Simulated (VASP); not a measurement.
Input of a VASP 6.6.1 run:

Contents of INCAR:

```
SYSTEM = Al
PREC     = Accurate       ! precision mode
ENCUT    = 600            ! plane-wave cutoff, eV
EDIFF    = 1E-6           ! SCF threshold, eV
ISMEAR   = 1              ! smearing method
SIGMA    = 0.1            ! smearing width, eV
LREAL    = .False.        ! projectors in reciprocal space
LASPH    = .True.         ! aspherical terms in the spheres
NELM     = 80             ! most SCF steps
ALGO     = Normal         ! electronic algorithm
ISIF     = 3              ! what is computed and relaxed
LWAVE    = .False.        ! write WAVECAR
LCHARG   = .False.        ! write CHGCAR
METAGGA  = R2SCAN         ! meta-GGA
LMIXTAU  = .True.       
IBRION   = 2              ! ionic algorithm
NSW      = 90             ! ionic steps
EDIFFG   = -0.01          ! ionic threshold
```

File KPOINTS:

```
regular mesh
0
Gamma
  18 18 18
  0 0 0
```

File POSCAR:

```
Al
1.0
    0.0000000000      2.0248050000      2.0248050000
    2.0248050000      0.0000000000      2.0248050000
    2.0248050000      2.0248050000      0.0000000000
Al
1
Direct
    0.0000000000      0.0000000000      0.0000000000
```

Potentials or basis: VASP PAW PBE potentials, release 64 (Al).

Command:

```sh
$ cat potpaw_PBE.64/Al/POTCAR > POTCAR
$ mpirun -np 1 vasp_std > vasp.out
```

Problem. Predict the relaxed volume.

Solution. 15.84 Å³/atom.

Problem. Estimate the relaxed cell.

Solution. a = 2.819 Å, b = 2.819 Å, c = 2.819 Å, α = 60.00°, β = 60.00°, γ = 60.00°.

Step by step:
```
step  energy change (eV)  largest force (eV/Å)  pressure (GPa)  volume (Å³)
   1              0.0000                0.0000           -3.92        16.60
   2             -0.0091                0.0000            1.17        15.65
   3             -0.0098                0.0000            0.03        15.84
```

Caveat: the PAW data sets were made with another functional, which shifts forces and pressure a little.
